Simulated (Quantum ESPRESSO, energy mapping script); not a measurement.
# NiHO2 monolayer: exchange couplings from total energies

Wanted: the magnetic order of NiHO2 monolayer, its couplings and an estimate of its ordering temperature, by PBE+U (6.9 eV), QE, GBRV.

Main program and level: Quantum ESPRESSO 7.5; PBE with U = 6.9 eV on Ni d, ortho-atomic projectors; plane waves, U on orthogonalised atomic orbitals unless named otherwise, collinear spin, no spin–orbit coupling.

### 1. Set-up

The cell holds 4 atoms: 1 Ni, 2 O and 1 H. Its edges and angles: a = 2.979 Å, b = 2.979 Å, c = 17.990 Å, α = 90.0°, β = 90.0°, γ = 120.0°. It derives from NiHO2. one layer cut from the bulk crystal, unrelaxed, 15 A of vacuum. Vacuum lies along c.

The cell comes from a database of computed structures, and need not be the one that the compound takes in experiment.

A Hubbard U penalises fractional filling of the shell. It raises the cost of virtual hops to the neighbours, so couplings that rest on such hops usually weaken. These runs use Quantum ESPRESSO.

### 2. A first run with parallel moments

One run in the crystal's own cell, under PBE with U = 5.1 eV on Ni d, ortho-atomic projectors, Quantum ESPRESSO with GBRV potentials, shows which elements keep a moment. Transition or f elements with 0.3 μB or more enter the spin model; moments induced on other atoms do not.

Input file pw.in:

```
&control
  calculation = 'scf'
  prefix = 'pw'
  outdir = './tmp/'
  pseudo_dir = './pseudo/'
  verbosity = 'low'
/
&system
  ibrav = 0
  nat = 4
  ntyp = 3
  ecutwfc = 45
  ecutrho = 360
  nbnd = 25
  occupations = 'smearing'
  smearing = 'fd'
  degauss = 0.00367493
  nspin = 2
  starting_magnetization(1) = 0.1111
/
&electrons
  conv_thr = 1.0e-08
  electron_maxstep = 120
  mixing_beta = 0.3
  mixing_mode = 'plain'
/
ATOMIC_SPECIES
  Ni 58.6934 Ni.upf
  O 15.9990 O.upf
  H 1.0080 H.upf
CELL_PARAMETERS angstrom
  2.97855914 0.00000029 0.00000000
  -1.48927982 2.57950774 0.00000000
  0.00000000 0.00000000 17.99039200
ATOMIC_POSITIONS crystal
  Ni 0.66666700 0.33333300 0.47201400
  O 0.00000033 0.99999967 0.41688900
  O 0.33333367 0.66666633 0.52845400
  H 0.33333367 0.66666633 0.58311100
K_POINTS automatic
  8 8 1 0 0 0
HUBBARD {ortho-atomic}
U Ni-3d 5.1
```

The run is started by

```
$ OMP_NUM_THREADS=1 mpirun -n 8 pw.x -nk 8 -in pw.in > pw.out
```

The program printed:

```text
Program PWSCF v.7.5 starts
[...]
unit-cell volume          =     932.7823 (a.u.)^3
     number of atoms/cell      =            4
[...]
number of electrons       =        31.00
     number of Kohn-Sham states=           25
     kinetic-energy cutoff     =      45.0000  Ry
     charge density cutoff     =     360.0000  Ry
     scf convergence threshold =      1.0E-08
[...]
Exchange-correlation=  SLA  PW   PBX  PBC
[...]
Hubbard projectors: ortho-atomic
     Hubbard parameters of DFT+U (Dudarev formulation) in eV:
[...]
atomic species   magnetization
[...]
6 Sym. Ops. (no inversion) found
[...]
number of k points=    10  Fermi-Dirac smearing, width (Ry)=  0.0037
[...]
Number of occupied Hubbard levels =    8.0000
     Atomic wfc used for Hubbard projectors are orthogonalized
[...]
iteration #  1     ecut=    45.00 Ry     beta= 0.30
[...]
Number of occupied Hubbard levels =    2.6249
     total energy              =    -391.10588504 Ry
     estimated scf accuracy    <      45.76807915 Ry
     total magnetization       =     2.50 Bohr mag/cell
     absolute magnetization    =     2.51 Bohr mag/cell
     iteration #  2     ecut=    45.00 Ry     beta= 0.30
[...]
total energy              =    -408.13741791 Ry
     estimated scf accuracy    <      26.28378717 Ry
     total magnetization       =     0.12 Bohr mag/cell
     absolute magnetization    =     0.18 Bohr mag/cell
     iteration #  3     ecut=    45.00 Ry     beta= 0.30
[...]
total energy              =    -408.78160224 Ry
     estimated scf accuracy    <       9.64973259 Ry
     total magnetization       =     0.42 Bohr mag/cell
     absolute magnetization    =     0.43 Bohr mag/cell
[...]
total energy              =    -408.79416283 Ry
[...]
iteration # 20     ecut=    45.00 Ry     beta= 0.30
[...]
total energy              =    -408.79416292 Ry
     estimated scf accuracy    <       0.00000002 Ry
     total magnetization       =     1.00 Bohr mag/cell
     absolute magnetization    =     1.90 Bohr mag/cell
     iteration # 21     ecut=    45.00 Ry     beta= 0.30
[...]
Magnetic moment per site  (integrated on atomic sphere of radius R)
     atom   1 (R=0.275)  charge= 15.3742  magn=  1.3442
     atom   2 (R=0.136)  charge=  1.9556  magn= -0.1669
     atom   3 (R=0.136)  charge=  2.0051  magn=  0.0187
     atom   4 (R=0.136)  charge=  0.4052  magn=  0.0033
     End of self-consistent calculation
     =================== HUBBARD OCCUPATIONS ===================
     ------------------------ ATOM    1 ------------------------
     Tr[ns(  1)] (up, down, total) =   4.78320  3.40864  8.19183
     Atomic magnetic moment for atom   1 =   1.37456
     SPIN  1
     eigenvalues:
       0.905  0.905  0.990  0.990  0.994
     eigenvectors (columns):
       0.000  0.000 -0.000  0.000  1.000
       0.100 -0.783  0.518  0.329 -0.000
[...]
occupation matrix ns (before diag.):
[...]
SPIN  2
     eigenvalues:
[...]
eigenvectors (columns):
[...]
occupation matrix ns (before diag.):
[...]
-0.000 -0.000  0.376  0.703  0.000
      -0.000  0.376  0.000  0.000  0.703
     Number of occupied Hubbard levels =    8.1918
 ------ SPIN UP ------------
          k = 0.0000 0.0000 0.0000 (  4717 PWs)   bands (ev):
  -106.4136 -66.8284 -66.8284 -66.6383 -22.6406 -18.9642 -10.6456  -8.5081
    -8.5081  -6.6364  -6.5824  -6.5824  -3.9358  -3.9358  -3.2206  -1.2671
    -1.2671  -0.5377   2.1020   3.4435   4.6476   4.8023   6.2616   6.7332
     7.7733
          k =-0.0000 0.1443 0.0000 (  4701 PWs)   bands (ev):
[...]
8.1352
          k =-0.0000 0.2887 0.0000 (  4752 PWs)   bands (ev):
[...]
8.8452
          k =-0.0000 0.4330 0.0000 (  4730 PWs)   bands (ev):
[...]
k = 0.0000-0.5774 0.0000 (  4740 PWs)   bands (ev):
[...]
k = 0.1250 0.2165 0.0000 (  4726 PWs)   bands (ev):
[...]
k = 0.1250 0.3608 0.0000 (  4745 PWs)   bands (ev):
[...]
------ SPIN DOWN ----------
[...]
k =-0.0000 0.1443 0.0000 (  4701 PWs)   bands (ev):
[...]
k =-0.0000 0.2887 0.0000 (  4752 PWs)   bands (ev):
[...]
k =-0.0000 0.4330 0.0000 (  4730 PWs)   bands (ev):
[...]
k = 0.0000-0.5774 0.0000 (  4740 PWs)   bands (ev):
[...]
k = 0.2500 0.4330 0.0000 (  4782 PWs)   bands (ev):
[...]
9.8866
          k = 0.2500 0.5774 0.0000 (  4802 PWs)   bands (ev):
[...]
-7.1557  -6.4852  -5.3367  -5.1698  -4.8813  -4.3290  -3.4007   0.7089
     0.8201   4.5909   5.9012   7.7715   8.5909   8.7484   9.5626  10.0367
    10.1945
     the Fermi energy is    -2.0489 ev
!    total energy              =    -408.79416294 Ry
     estimated scf accuracy    <          5.0E-09 Ry
     smearing contrib. (-TS)   =      -0.00070563 Ry
     internal energy E=F+TS    =    -408.79345731 Ry
     The total energy is F=E-TS. E is the sum of the following terms:
     one-electron contribution =   -2033.01196164 Ry
     hartree contribution      =    1019.44021659 Ry
     xc contribution           =     -50.71023603 Ry
     ewald contribution        =     655.38385867 Ry
     Hubbard energy            =       0.10466510 Ry
     total magnetization       =     1.00 Bohr mag/cell
     absolute magnetization    =     1.90 Bohr mag/cell
     convergence has been achieved in  21 iterations
=------------------------------------------------------------------------------=
   JOB DONE.
=------------------------------------------------------------------------------=
```

Wall time 19 s (8 MPI ranks of Arm Neoverse V2, shared host); peak memory 1.4 GiB; 2.5 min of CPU time.

Spin moment in the sphere by atom:

```tsv
atom	spin moment in the sphere (μB)
Ni1	1.34
O2	-0.17
O3	0.02
H4	0.00
```

The run ends ferromagnetic; Ni carries the moments.

### 3. Parallel start in cell A (8 atoms)

The parallel order is the zero of energy for this cell and mesh.

The potential files are GBRV's for PBE; pw.x takes the functional from them.

Input file pw.in:

```
&control
  calculation = 'scf'
  prefix = 'pw'
  outdir = './tmp/'
  pseudo_dir = './pseudo/'
  verbosity = 'low'
/
&system
  ibrav = 0
  nat = 8
  ntyp = 3
  ecutwfc = 45
  ecutrho = 360
  nbnd = 46
  occupations = 'smearing'
  smearing = 'fd'
  degauss = 0.00367493
  nspin = 2
  starting_magnetization(1) = 0.1111
/
&electrons
  conv_thr = 2.0e-08
  electron_maxstep = 120
  mixing_beta = 0.3
  mixing_mode = 'plain'
/
ATOMIC_SPECIES
  Ni 58.6934 Ni.upf
  O 15.9990 O.upf
  H 1.0080 H.upf
CELL_PARAMETERS angstrom
  2.97855914 0.00000029 0.00000000
  -2.97855964 5.15901547 0.00000000
  0.00000000 0.00000000 17.99039200
ATOMIC_POSITIONS crystal
  Ni 0.66666700 0.16666650 0.47201400
  Ni 0.66666700 0.66666650 0.47201400
  O 0.00000033 0.49999983 0.41688900
  O 0.00000033 0.99999983 0.41688900
  O 0.33333367 0.33333317 0.52845400
  O 0.33333367 0.83333317 0.52845400
  H 0.33333367 0.33333317 0.58311100
  H 0.33333367 0.83333317 0.58311100
K_POINTS automatic
  12 6 1 0 0 0
HUBBARD {ortho-atomic}
U Ni-3d 6.9
```

The program printed:

```text
[banner, memory and clock lines left out]
Program PWSCF v.7.5 starts
[...]
unit-cell volume          =    1865.5647 (a.u.)^3
     number of atoms/cell      =            8
[...]
number of electrons       =        62.00
     number of Kohn-Sham states=           46
     kinetic-energy cutoff     =      45.0000  Ry
     charge density cutoff     =     360.0000  Ry
     scf convergence threshold =      2.0E-08
[...]
Exchange-correlation=  SLA  PW   PBX  PBC
[...]
Hubbard projectors: ortho-atomic
     Hubbard parameters of DFT+U (Dudarev formulation) in eV:
[...]
atomic species   magnetization
[...]
2 Sym. Ops. (no inversion) found
[...]
number of k points=    25  Fermi-Dirac smearing, width (Ry)=  0.0037
[...]
Number of occupied Hubbard levels =   16.0000
     Atomic wfc used for Hubbard projectors are orthogonalized
[...]
iteration #  1     ecut=    45.00 Ry     beta= 0.30
[...]
Number of occupied Hubbard levels =    6.0732
     total energy              =    -787.04244844 Ry
     estimated scf accuracy    <      81.11869274 Ry
     total magnetization       =     5.71 Bohr mag/cell
     absolute magnetization    =     5.77 Bohr mag/cell
     iteration #  2     ecut=    45.00 Ry     beta= 0.30
[...]
total energy              =    -815.28587446 Ry
     estimated scf accuracy    <      48.71613720 Ry
     total magnetization       =     0.42 Bohr mag/cell
     absolute magnetization    =     0.50 Bohr mag/cell
     iteration #  3     ecut=    45.00 Ry     beta= 0.30
[...]
total energy              =    -816.90082198 Ry
     estimated scf accuracy    <      16.12152944 Ry
     total magnetization       =     1.15 Bohr mag/cell
     absolute magnetization    =     1.22 Bohr mag/cell
     iteration #  4     ecut=    45.00 Ry     beta= 0.30
[...]
total energy              =    -817.17510469 Ry
     estimated scf accuracy    <       5.94553989 Ry
     total magnetization       =     2.00 Bohr mag/cell
     absolute magnetization    =     2.01 Bohr mag/cell
     iteration #  5     ecut=    45.00 Ry     beta= 0.30
[...]
total energy              =    -817.46952895 Ry
     estimated scf accuracy    <       2.02000161 Ry
     total magnetization       =     2.03 Bohr mag/cell
     absolute magnetization    =     2.14 Bohr mag/cell
     iteration #  6     ecut=    45.00 Ry     beta= 0.30
[...]
total energy              =    -816.68863140 Ry
     estimated scf accuracy    <       8.68759597 Ry
     total magnetization       =     1.68 Bohr mag/cell
     absolute magnetization    =     1.69 Bohr mag/cell
     iteration #  7     ecut=    45.00 Ry     beta= 0.30
[...]
total energy              =    -817.43574407 Ry
     estimated scf accuracy    <       0.30527485 Ry
     total magnetization       =     2.00 Bohr mag/cell
     absolute magnetization    =     2.67 Bohr mag/cell
     iteration #  8     ecut=    45.00 Ry     beta= 0.30
[...]
total energy              =    -817.48315287 Ry
     estimated scf accuracy    <       0.08705203 Ry
     total magnetization       =     2.00 Bohr mag/cell
     absolute magnetization    =     3.10 Bohr mag/cell
     iteration #  9     ecut=    45.00 Ry     beta= 0.30
[...]
total energy              =    -817.49608939 Ry
     estimated scf accuracy    <       0.05541538 Ry
     total magnetization       =     2.00 Bohr mag/cell
     absolute magnetization    =     3.42 Bohr mag/cell
     iteration # 10     ecut=    45.00 Ry     beta= 0.30
[...]
total energy              =    -817.50794233 Ry
     estimated scf accuracy    <       0.02479993 Ry
     total magnetization       =     2.00 Bohr mag/cell
     absolute magnetization    =     3.52 Bohr mag/cell
[...]
total energy              =    -817.52137166 Ry
[...]
iteration # 22     ecut=    45.00 Ry     beta= 0.30
[...]
total energy              =    -817.52137198 Ry
     estimated scf accuracy    <       0.00000027 Ry
     total magnetization       =     2.00 Bohr mag/cell
     absolute magnetization    =     4.31 Bohr mag/cell
     iteration # 23     ecut=    45.00 Ry     beta= 0.30
[...]
total energy              =    -817.52137221 Ry
     estimated scf accuracy    <       0.00000013 Ry
     total magnetization       =     2.00 Bohr mag/cell
     absolute magnetization    =     4.31 Bohr mag/cell
     iteration # 24     ecut=    45.00 Ry     beta= 0.30
[...]
total energy              =    -817.52137229 Ry
     estimated scf accuracy    <       0.00000007 Ry
[...]
-22.5345 -21.9758 -18.9019 -18.4666 -10.7086 -10.5542  -9.2768  -9.2768
    -9.1747  -8.8910  -7.6001  -7.6001  -7.5803  -7.3797  -7.2694  -6.7563
    -6.5302  -5.0058  -4.5931  -3.9241  -3.9241  -3.2586  -2.3050  -1.6839
    -1.3820  -1.3820  -0.4671   2.1384   3.4570   3.7699   4.6548   4.7870
     4.9492   6.2672   6.7342   7.4416   7.7254   7.7763
          k =-0.0000 0.0962 0.0000 (  9419 PWs)   bands (ev):
  -106.5556-106.5542 -66.9857 -66.9708 -66.9673 -66.9662 -66.7872 -66.7847
[... cut ...]
    -8.8512  -8.8512  -7.6043  -7.6043  -7.3678  -7.3678  -6.8712  -6.8712
    -6.3678  -6.3678  -5.1297  -5.1297  -4.4282  -4.4282  -2.3104  -2.3104
    -1.8224  -1.8223   3.5456   3.5457   5.4129   5.4129   6.8933   6.8933
     8.2093   8.2093   8.5523   8.5523   8.6934   8.6934
          k =-0.5000-0.0962 0.0000 (  9564 PWs)   bands (ev):
  -106.5541-106.5540 -66.9844 -66.9844 -66.9739 -66.9739 -66.7845 -66.7845
   -21.9771 -21.9771 -18.4636 -18.4636 -10.5286 -10.5286  -9.0809  -9.0809
    -8.6608  -8.6608  -7.7218  -7.7218  -7.5722  -7.5722  -6.9169  -6.9169
    -6.2950  -6.2950  -5.1651  -5.1651  -4.1948  -4.1948  -2.3660  -2.3660
[...]
7.8948   7.8948   8.6500   8.6500   8.8794   8.8794
          k =-0.5000-0.5774 0.0000 (  9564 PWs)   bands (ev):
  -106.5540-106.5540 -66.9831 -66.9831 -66.9752 -66.9752 -66.7845 -66.7845
[...]
7.8128   7.8128   8.4546   8.4546   8.7555   8.7555
 ------ SPIN DOWN ----------
          k = 0.0000 0.0000 0.0000 (  9457 PWs)   bands (ev):
  -104.4522-104.4504 -64.9194 -64.9012 -64.8952 -64.8952 -64.8070 -64.8037
[...]
5.0002   6.2748   6.7721   7.4947   7.7543   7.8102
          k =-0.0000 0.0962 0.0000 (  9419 PWs)   bands (ev):
  -104.4521-104.4505 -64.9177 -64.9008 -64.8968 -64.8956 -64.8068 -64.8039
[...]
5.7955   6.2913   6.5247   6.9368   7.4481   7.9761
          k =-0.0000 0.1925 0.0000 (  9457 PWs)   bands (ev):
  -104.4517-104.4508 -64.9133 -64.9013 -64.8997 -64.8967 -64.8062 -64.8045
[...]
5.5334   6.0299   7.0956   7.1387   7.2698   7.4129
          k = 0.0000-0.2887 0.0000 (  9504 PWs)   bands (ev):
  -104.4513-104.4513 -64.9073 -64.9073 -64.8982 -64.8982 -64.8054 -64.8054
[...]
6.0886   6.0886   6.3871   6.3871   7.8869   7.8870
          k = 0.0833 0.0481 0.0000 (  9454 PWs)   bands (ev):
  -104.4521-104.4504 -64.9185 -64.9021 -64.8968 -64.8956 -64.8068 -64.8037
[...]
5.4697   6.5247   6.9289   6.9368   7.9761   8.2507
          k = 0.0833 0.1443 0.0000 (  9488 PWs)   bands (ev):
  -104.4518-104.4506 -64.9156 -64.9012 -64.8998 -64.8965 -64.8064 -64.8041
[...]
5.3781   6.6745   6.9545   7.1521   7.2588   7.8183
          k = 0.0833 0.2406 0.0000 (  9491 PWs)   bands (ev):
[...]
k = 0.1667 0.0962 0.0000 (  9509 PWs)   bands (ev):
[...]
k = 0.1667 0.1925 0.0000 (  9497 PWs)   bands (ev):
[...]
k = 0.1667 0.2887 0.0000 (  9452 PWs)   bands (ev):
[...]
k = 0.1667 0.0000 0.0000 (  9512 PWs)   bands (ev):
[...]
k = 0.2500 0.1443 0.0000 (  9534 PWs)   bands (ev):
[...]
k = 0.2500 0.2406 0.0000 (  9512 PWs)   bands (ev):
[...]
k = 0.2500-0.0481 0.0000 (  9541 PWs)   bands (ev):
[...]
k = 0.3333 0.1925 0.0000 (  9512 PWs)   bands (ev):
[...]
k = 0.3333 0.2887 0.0000 (  9524 PWs)   bands (ev):
[...]
k = 0.3333-0.0962 0.0000 (  9556 PWs)   bands (ev):
[...]
k = 0.3333 0.0000 0.0000 (  9538 PWs)   bands (ev):
[...]
k = 0.4167 0.2406 0.0000 (  9507 PWs)   bands (ev):
[...]
k = 0.4167 0.4330 0.0000 (  9548 PWs)   bands (ev):
[...]
k = 0.4167-0.0481 0.0000 (  9562 PWs)   bands (ev):
  -104.4506-104.4502 -64.9151 -64.9133 -64.9082 -64.9025 -64.8042 -64.8034
[...]
7.6970   7.7656   8.0271   8.2183   9.0404   9.2000
          k =-0.5000-0.2887 0.0000 (  9480 PWs)   bands (ev):
  -104.4504-104.4504 -64.9194 -64.9194 -64.9012 -64.9012 -64.8037 -64.8037
[...]
7.7543   7.7543   8.6180   8.6180   8.8551   8.8552
          k =-0.5000-0.1925 0.0000 (  9542 PWs)   bands (ev):
  -104.4504-104.4504 -64.9185 -64.9185 -64.9021 -64.9021 -64.8037 -64.8037
[...]
8.2507   8.2507   8.6394   8.6394   8.7875   8.7875
          k =-0.5000-0.0962 0.0000 (  9564 PWs)   bands (ev):
  -104.4504-104.4504 -64.9163 -64.9163 -64.9043 -64.9043 -64.8037 -64.8037
[...]
1.6019   1.6020   3.4441   3.4441   6.2270   6.2270   6.7134   6.7134
     7.9170   7.9170   8.7578   8.7579   8.8688   8.8688
          k =-0.5000-0.5774 0.0000 (  9564 PWs)   bands (ev):
  -104.4504-104.4504 -64.9148 -64.9148 -64.9058 -64.9057 -64.8037 -64.8037
   -21.8790 -21.8790 -19.1624 -19.1624  -9.9693  -9.9693  -8.1768  -8.1768
    -7.3013  -7.3013  -6.5515  -6.5515  -6.0790  -6.0789  -5.5021  -5.5021
    -5.1547  -5.1547  -4.5207  -4.5207  -3.4831  -3.4831   1.3801   1.3801
     1.5619   1.5620   3.3575   3.3575   6.2535   6.2535   7.2552   7.2552
     7.8413   7.8413   8.5340   8.5340   8.7395   8.7396
     the Fermi energy is    -2.1535 ev
!    total energy              =    -817.52137239 Ry
     estimated scf accuracy    <          9.0E-09 Ry
     smearing contrib. (-TS)   =      -0.00212272 Ry
     internal energy E=F+TS    =    -817.51924966 Ry
     The total energy is F=E-TS. E is the sum of the following terms:
     one-electron contribution =   -4065.84811601 Ry
     hartree contribution      =    2038.81644163 Ry
     xc contribution           =    -101.48332955 Ry
     ewald contribution        =    1310.76772056 Ry
     Hubbard energy            =       0.22803371 Ry
     total magnetization       =     2.00 Bohr mag/cell
     absolute magnetization    =     4.31 Bohr mag/cell
     convergence has been achieved in  26 iterations
```

Run time: 2.5 min. Hardware: 8 MPI ranks; peak memory 2.8 GiB.

Spin moment in the sphere by atom:

```tsv
atom	spin moment in the sphere (μB)
Ni1	1.48
Ni2	1.48
O3	-0.21
O4	-0.21
O5	0.01
O6	0.01
H7	0.00
H8	0.00
```

The run ends ferromagnetic.

[end of part 1 of 2]

[Logs and program files are shortened in this print: banners, set-up blocks, solver, clock and traceback lines can be left out without a mark of their own.]

[Logs are printed without paths, hosts, clocks, repeated set-up lines and the standing remarks that a program may print on its own settings, such as how far it seeks lower states.]

[Hosts, paths, dates, database ids (printed as entryN), source tags and the programs' standing remarks are cut or masked in the printed files.]

[Where a cell is said to come from a database of computed structures, the database is the Materials Project.]
